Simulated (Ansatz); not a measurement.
The system is Ru.

```xyz
2
Lattice="2.7058 0.0000 0.0000 -1.3529 2.3433 0.0000 0.0000 0.0000 4.2819" Properties=species:S:1:pos:R:3 pbc="T T T"
Ru    1.3529    0.7811    3.2114
Ru    0.0000    1.5622    1.0705
```

Base run:

```yaml
Program: Ansatz 0.2.0
Functional: RPBE
Potentials_or_basis: all-electron LAPW, scalar-relativistic
Cutoff: 281 eV
Density_cutoff: 1125 eV
Basis_error_allowed: 0.001 eV/atom
k_mesh: 11 × 11 × 6
Occupations: fermi-dirac, width 0.05 eV
Spin: no spin polarisation
```

Its results: pressure 8.9 GPa.

Q: The run is repeated on the same cell with these changes: functional from RPBE to LDA. What comes out?

A: Pressure -12.1 GPa.

LDA binds more tightly than RPBE, so the same cell stands under less pressure.

Not every run made on this cell is shown here.
